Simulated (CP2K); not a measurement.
## Al in CP2K: convergence with eps default

Al:

```xyz
1
Lattice="2.8245 0.0000 0.0000 -0.8808 2.4944 0.0000 -0.8794 -1.3637 2.2817" Properties=species:S:1:pos:R:3 pbc="T T T"
Al    0.0000    0.0000    0.0000
```

This isn't the form of Al at room conditions, which is fcc.

| Property | Result |
| --- | --- |
| Program | CP2K 2026.2 |
| Task | single point |
| Functional | LDA |
| Potentials or basis | GTH_POTENTIALS Al GTH-PADE-q3; TZVP-MOLOPT-PBE-GTH basis |
| Density cutoff | 6123 eV |
| k mesh | 9 × 9 × 9 |
| Occupations | fermi-dirac, width 0.05 eV |
| Spin | no spin polarisation |

These are the settings of the first run; the series varies eps default, with any setting tied to it.

Hardware: 1 thread of Arm Neoverse V2 (shared host).

Q: The values tried are 1.0E-6, 1.0E-7, 1.0E-8, 1.0E-9, 1.0E-10, 1.0E-11, 1.0E-12, loosest first. From which on does the pressure stay within 0.1 GPa of the tightest run that finished?

A: From 1.0E-7 on.

```
eps default  energy less the tightest run, at zero smearing (meV/atom)  pressure (GPa)  SCF cycles  CPU time (s)  peak memory (GiB)
     1.0E-6                                                    -189.11          -31.16          10            14               0.19
     1.0E-7                                                       0.67            0.51          10            20                0.2
     1.0E-8                                                      -0.16            0.45          10            26               0.21
     1.0E-9                                                      -0.04            0.45          10            33               0.21
    1.0E-10                                                      -0.01            0.46          10            41               0.22
    1.0E-11                                                       0.00            0.46          10            49               0.23
    1.0E-12                                                       0.00            0.46          10            57               0.23
```

Against the tightest run, the energy stays within 1 meV/atom from 1.0E-7 on. The tightest run that finished is the yardstick and may itself not be fully converged.

Caveat, for the tightest run too: the basis of atomic orbitals isn't converged, which shifts pressures, moduli and gaps.
